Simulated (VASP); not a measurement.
# ScAl3 (Pm-3m) in VASP: band structure with LAK

Aim: the band structure of ScAl3 with LAK.

All numbers are computed with VASP 6.6.1; they aren't measurements. Logs are shortened: lines on timing, memory, paths and dates and some standing lists are left out, and cuts for length are marked.

### 1 Starting point

It takes space group Pm-3m (No. 221, cubic). The conventional cell has a = 4.088 Å, b = 4.088 Å, c = 4.088 Å, α = 90.00°, β = 90.00°, γ = 90.00°. Sc (site symmetry m-3m) is surrounded by 12 Al at 2.89 Å. Al (site symmetry 4/mmm) is surrounded by 4 Sc at 2.89 Å and 8 Al at 2.89 Å.

The cell is a database's computed one.

### 2 Band structure, LAK

Contents of INCAR:

```
SYSTEM = ScAl3
PREC = Accurate
ENCUT = 520
EDIFF = 1E-6
ISMEAR = -1
SIGMA = 0.05
LREAL = .FALSE.
LASPH = .TRUE.
NELM = 100
ALGO = Normal
ISIF = 2
LWAVE = .FALSE.
LCHARG = .FALSE.
LMAXMIX = 4
METAGGA = LAK
LMIXTAU = .TRUE.
```

Contents of KPOINTS:

```
Automatic mesh
0
G
  7 7 7
  0 0 0
```

Contents of POSCAR:

```
ScAl3
1.0
    4.0878065700      0.0000000000      0.0000000000
    0.0000000000      4.0878065700      0.0000000000
    0.0000000000      0.0000000000      4.0878065700
Sc Al
1 3
Direct
    0.0000000000      0.0000000000      0.0000000000
    0.5000000000      0.5000000000      0.0000000000
    0.0000000000      0.5000000000      0.5000000000
    0.5000000000      0.0000000000      0.5000000000
```

Contents of KPOINTS_OPT:

```
path GXMGRX,MR
15
line-mode
reciprocal
 0.0000000000  0.0000000000  0.0000000000  G
 0.0000000000  0.5000000000  0.0000000000  X

 0.0000000000  0.5000000000  0.0000000000  X
 0.5000000000  0.5000000000  0.0000000000  M

 0.5000000000  0.5000000000  0.0000000000  M
 0.0000000000  0.0000000000  0.0000000000  G

 0.0000000000  0.0000000000  0.0000000000  G
 0.5000000000  0.5000000000  0.5000000000  R

 0.5000000000  0.5000000000  0.5000000000  R
 0.0000000000  0.5000000000  0.0000000000  X

 0.5000000000  0.5000000000  0.0000000000  M
 0.5000000000  0.5000000000  0.5000000000  R
```

Potentials or basis: VASP PAW PBE potentials, release 64 (Sc_sv, Al).

Command:

```sh
$ cat potpaw_PBE.64/Sc_sv/POTCAR potpaw_PBE.64/Al/POTCAR > POTCAR
$ mpirun -np 1 vasp_std > vasp.out
```

OUTCAR:

```text
SYSTEM = ScAl3
   PREC = Accurate
   ENCUT = 520
   EDIFF = 1E-6
   ISMEAR = -1
   LREAL = .FALSE.
   LASPH = .TRUE.
   NELM = 100
   ISIF = 2
   METAGGA = LAK

 ion  position               nearest neighbor table
   1  0.000  0.000  0.000-   2 2.89   3 2.89   4 2.89   3 2.89   4 2.89   2 2.89   3 2.89   3 2.89
                             2 2.89   4 2.89   4 2.89   2 2.89
   2  0.500  0.500  0.000-   1 2.89   3 2.89   4 2.89   3 2.89   4 2.89   1 2.89   4 2.89   4 2.89
                             1 2.89   3 2.89   3 2.89   1 2.89
   3  0.000  0.500  0.500-   1 2.89   2 2.89   4 2.89   1 2.89   2 2.89   1 2.89   4 2.89   1 2.89
                             2 2.89   4 2.89   2 2.89   4 2.89
   4  0.500  0.000  0.500-   1 2.89   2 2.89   3 2.89   1 2.89   2 2.89   2 2.89   3 2.89   2 2.89
                             1 2.89   3 2.89   1 2.89   3 2.89

  LATTYP: Found a simple cubic cell.
 ALAT       =     4.0878065700

  Lattice vectors:

 A1 = (   4.0878065700,   0.0000000000,   0.0000000000)
 A2 = (   0.0000000000,   4.0878065700,   0.0000000000)
 A3 = (   0.0000000000,   0.0000000000,   4.0878065700)

Analysis of symmetry for initial positions (statically):
=====================================================================
 Subroutine PRICEL returns:
 Original cell was already a primitive cell.

 Routine SETGRP: Setting up the symmetry group for a
 simple cubic supercell.

 Subroutine GETGRP returns: Found 48 space group operations
 (whereof 48 operations were pure point group operations)
 out of a pool of 48 trial point group operations.

The static configuration has the point symmetry O_h .

Analysis of symmetry for dynamics (positions and initial velocities):
=====================================================================
 Subroutine PRICEL returns:
 Original cell was already a primitive cell.

 Routine SETGRP: Setting up the symmetry group for a
 simple cubic supercell.

 Subroutine GETGRP returns: Found 48 space group operations
 (whereof 48 operations were pure point group operations)
 out of a pool of 48 trial point group operations.

The dynamic configuration has the point symmetry O_h .

 Subroutine INISYM returns: Found 48 space group operations
 (whereof 48 operations are pure point group operations),
 and found     1 'primitive' translations

----------------------------------------------------------------------------------------

                                     Primitive cell

  volume of cell :      68.3079

  direct lattice vectors                    reciprocal lattice vectors
     4.087806570  0.000000000  0.000000000     0.244629970  0.000000000  0.000000000
     0.000000000  4.087806570  0.000000000     0.000000000  0.244629970  0.000000000
     0.000000000  0.000000000  4.087806570     0.000000000  0.000000000  0.244629970

  length of vectors
     4.087806570  4.087806570  4.087806570     0.244629970  0.244629970  0.244629970

  position of ions in fractional coordinates (direct lattice)
     0.000000000  0.000000000  0.000000000
     0.500000000  0.500000000  0.000000000
     0.000000000  0.500000000  0.500000000
     0.500000000  0.000000000  0.500000000

  ion indices of the primitive-cell ions
   primitive index   ion index
                 1           1
                 2           2
                 3           3
                 4           4

----------------------------------------------------------------------------------------

 KPOINTS: Automatic mesh

Automatic generation of k-mesh.
 Grid dimensions read from file:
 generate k-points for:    7    7    7

 Generating k-lattice:

  Cartesian coordinates                     Fractional coordinates (reciprocal lattice)
     0.034947139  0.000000000  0.000000000     0.142857143  0.000000000  0.000000000
     0.000000000  0.034947139  0.000000000     0.000000000  0.142857143  0.000000000
     0.000000000  0.000000000  0.034947139     0.000000000  0.000000000  0.142857143

  Length of vectors
     0.034947139  0.034947139  0.034947139

  Shift w.r.t. Gamma in fractional coordinates (k-lattice)
     0.000000000  0.000000000  0.000000000

 Subroutine IBZKPT returns following result:
 ===========================================

 Found     20 irreducible k-points:

 Following reciprocal coordinates:
            Coordinates               Weight
  0.000000  0.000000  0.000000      1.000000
  0.142857  0.000000  0.000000      6.000000
  0.285714  0.000000  0.000000      6.000000
  0.428571  0.000000  0.000000      6.000000
  0.142857  0.142857  0.000000     12.000000
  0.285714  0.142857  0.000000     24.000000
[... 12 lines left out ...]
  0.428571  0.428571  0.285714     24.000000
  0.428571  0.428571  0.428571      8.000000
   k-points           NKPTS =     20   k-points in BZ     NKDIM =     20   number of bands    NBANDS=     14
   number of dos      NEDOS =    301   number of ions     NIONS =      4
   total plane-waves  NPLWV =  27000
   dimension x,y,z NGX =    30 NGY =   30 NGZ =   30
   dimension x,y,z NGXF=    60 NGYF=   60 NGZF=   60
   ions per type =               1   3
   NGX,Y,Z   is equivalent  to a cutoff of  12.20, 12.20, 12.20 a.u.
   NGXF,Y,Z  is equivalent  to a cutoff of  24.40, 24.40, 24.40 a.u.
 SYSTEM =  ScAl3
   PREC   = accura    normal or accurate (medium, high low for compatibility)
   ISTART =      0    job   : 0-new  1-cont  2-samecut
   ICHARG =      2    charge: 1-file 2-atom 10-const
   ISPIN  =      1    spin polarized calculation?
   LNONCOLLINEAR =      F non collinear calculations
   LSORBIT =      F    spin-orbit coupling
   LASPH  =      T    aspherical Exc in radial PAW
   ENCUT  =  520.0 eV  38.22 Ry    6.18 a.u.   7.60  7.60  7.60*2*pi/ulx,y,z
   NELM   =    100;   NELMIN=  2; NELMDL= -5     # of ELM steps
   EDIFF  = 0.1E-05   stopping-criterion for ELM
   LREAL  =      F    real-space projection
   EDIFFG = 0.1E-04   stopping-criterion for IOM
   NSW    =      0    number of steps for IOM
   IBRION =     -1    ionic relax: 0-MD 1-quasi-New 2-CG
   NFREE  =      0    steps in history (QN), initial steepest desc. (CG)
   ISIF   =      2    stress and relaxation
   ISYM   =      2    0-nonsym 1-usesym 2-fastsym
   POTIM  = 0.5000    time-step for ionic-motion
   TEBEG  =    0.0;   TEEND  =   0.0 temperature during run
   PSTRESS=    0.0 pullay stress
   NELECT =      20.0000    total number of electrons
   NUPDOWN=      -1.0000    fix difference up-down
   EMIN   =  10.00;   EMAX   =-10.00  energy-range for DOS
   EFERMI =   0.00;   METHOD = LEGACY
   ISMEAR =    -1;   SIGMA  =   0.05  broadening in eV -4-tet -1-fermi 0-gaus
   EFERMI_NEDOS =   21; number of points for ismear=-14 and -15
   IALGO  =     38    algorithm
   IMIX   =      4    mixing-type and parameters
     AMIX     =   0.40;   BMIX     =  1.00
     AMIX_MAG =   1.60;   BMIX_MAG =  1.00
  volume/ion in A,a.u.               =      17.08       115.24
  Fermi-wavevector in a.u.,A,eV,Ry     =   1.087079  2.054282 16.078563  1.181741
  Thomas-Fermi vector in A             =   2.223230
   LORBIT       =      0    0 simple, 1 ext, 2 COOP (PROOUT), +10 PAW based schemes
   METAGGA = LAK    functional components
   LHFCALC =     F    Hartree Fock is set to
   AEXX    =    0.0000 exact exchange contribution
   IVDW    =     0    specifies the selected vdW correction
   LEPSILON=     F    determine dielectric tensor
   LRPA    =     F    only Hartree local field effects (RPA)
 non-spin polarized calculation
  energy-cutoff  :      520.00
  volume of cell :       68.31
 maximum number of plane-waves:      1850
   NGX = 15   NGY = 15   NGZ = 15

 number of electron      19.9999996 magnetization

 Free energy of the ion-electron system (eV)
  ---------------------------------------------------
  ext. energy  EPLUGINS =         0.00000000
  ---------------------------------------------------
  free energy    TOTEN  =       -11.50811530 eV

  energy without entropy =      -11.49726058  energy(sigma->0) =      -11.50268794

 E-fermi :   7.3087     XC(G=0): -11.2205

 val. band max:        7.2366282755   @ k =   0.4286   0.4286   0.1429
 cond. band min:       7.3616597261   @ k =   0.2857   0.0000   0.0000
 fundamental gap:      0.1250314506
 Fermi energy:         7.3086966601

 k-point     1 :       0.0000    0.0000    0.0000
  band No.  band energies     occupation
      1     -44.5182      2.00000
      2     -21.8484      2.00000
      3     -21.8484      2.00000
      4     -21.8484      2.00000
      5      -3.4664      2.00000
      6       4.6730      2.00000
      7       4.6730      2.00000
      8       5.2704      2.00000
      9       5.2704      2.00000
     10       5.2704      2.00000
     11       8.8431      0.00000
     12       8.8856      0.00000
     13       8.8856      0.00000
     14       8.8856      0.00000

 k-point     2 :       0.1429    0.0000    0.0000
  band No.  band energies     occupation
      1     -44.5179      2.00000
      2     -21.8550      2.00000
      3     -21.8479      2.00000
      4     -21.8479      2.00000
      5      -3.2642      2.00000
      6       3.1766      2.00000
      7       4.8233      2.00000
      8       5.3103      2.00000
      9       5.3103      2.00000
     10       6.3152      2.00000
     11       8.7380      0.00000
     12       8.7380      0.00000
     13       8.9540      0.00000
     14       9.5829      0.00000
[... 275 lines left out ...]
      1     -44.5149      2.00000
      2     -21.8743      2.00000
      3     -21.8741      2.00000
      4     -21.8621      2.00000
      5       0.3709      2.00000
      6       1.8310      2.00000
      7       1.9662      2.00000
      8       3.7489      2.00000
      9       4.1662      2.00000
     10       5.1310      2.00000
     11       5.6491      2.00000
     12       9.6431      0.00000
     13      10.3734      0.00000
     14      10.6798      0.00000

 k-point    20 :       0.4286    0.4286    0.4286
  band No.  band energies     occupation
      1     -44.5144      2.00000
      2     -21.8728      2.00000
      3     -21.8725      2.00000
      4     -21.8725      2.00000
      5       1.1652      2.00000
      6       2.2979      2.00000
      7       2.2979      2.00000
      8       3.1273      2.00000
      9       4.1953      2.00000
     10       4.1953      2.00000
     11       4.4338      2.00000
     12       8.9915      0.00000
     13      10.4434      0.00000
     14      10.4434      0.00000

------------------------ aborting loop because EDIFF is reached ----------------------------------------

  FORCE on cell =-STRESS in cart. coord.  units (eV):
  Direction    XX          YY          ZZ          XY          YZ          ZX
  --------------------------------------------------------------------------------------
  -------------------------------------------------------------------------------------
  Total        0.3423980      0.3423980      0.3423980      0.0000000     -0.0000000      0.0000000
  in kB        8.0310216      8.0310216      8.0310216      0.0000000     -0.0000000      0.0000000
  external PRESSURE =       8.0310216 kB  Pullay stress =       0.0000000 kB

 VOLUME and BASIS-vectors are now :
 -----------------------------------------------------------------------------
  energy-cutoff  :      520.00
  volume of cell :       68.31
      direct lattice vectors                 reciprocal lattice vectors
     4.087806570  0.000000000  0.000000000     0.244629970  0.000000000  0.000000000
     0.000000000  4.087806570  0.000000000     0.000000000  0.244629970  0.000000000
     0.000000000  0.000000000  4.087806570     0.000000000  0.000000000  0.244629970

 POSITION                                       TOTAL-FORCE (eV/Angst)
 -----------------------------------------------------------------------------------
      0.00000      0.00000      0.00000         0.000000      0.000000      0.000000
      2.04390      2.04390      0.00000         0.000000      0.000000      0.000000
      0.00000      2.04390      2.04390         0.000000      0.000000      0.000000
      2.04390      0.00000      2.04390         0.000000      0.000000      0.000000
 -----------------------------------------------------------------------------------
    total drift:                                0.000000     -0.000000      0.000000

  FREE ENERGIE OF THE ION-ELECTRON SYSTEM (eV)
  ---------------------------------------------------
  free  energy   TOTEN  =       -11.5081153005 eV

  energy  without entropy=      -11.4972605842  energy(sigma->0) =      -11.50268794
```

Wall time 2 min (1 thread of Intel Xeon 6975P-C (Granite Rapids), shared host); peak memory 0.18 GiB.

What came out:

```yaml
Free_energy: -11.5081 eV
Pressure: 0.8 GPa
Band_gap_along_the_path: none (metal or under the smearing width)
```

Levels at the corners of the path, in eV from the Fermi level:
```tsv
point	band 7	band 8	band 9	band 10	band 11	band 12	band 13	band 14
Γ	-2.64	-2.04	-2.04	-2.04	1.53	1.58	1.58	1.58
X	-1.83	-1.83	-1.52	1.02	1.02	1.43	1.47	1.98
X	-1.83	-1.83	-1.52	1.02	1.02	1.43	1.47	1.98
M	-6.05	-4.72	-0.48	-0.48	1.24	1.74	2.54	3.02
M	-6.05	-4.72	-0.48	-0.48	1.24	1.74	2.54	3.02
Γ	-2.64	-2.04	-2.04	-2.04	1.53	1.58	1.58	1.58
Γ	-2.64	-2.04	-2.04	-2.04	1.53	1.58	1.58	1.58
R	-5.00	-4.83	-3.33	-3.33	-3.33	1.24	3.13	3.13
R	-5.00	-4.83	-3.33	-3.33	-3.33	1.24	3.13	3.13
X	-1.83	-1.83	-1.52	1.02	1.02	1.43	1.47	1.98
M	-6.05	-4.72	-0.48	-0.48	1.24	1.74	2.54	3.02
R	-5.00	-4.83	-3.33	-3.33	-3.33	1.24	3.13	3.13
```

Caveat: the PAW data sets were made with another functional, which shifts forces and pressure a little.
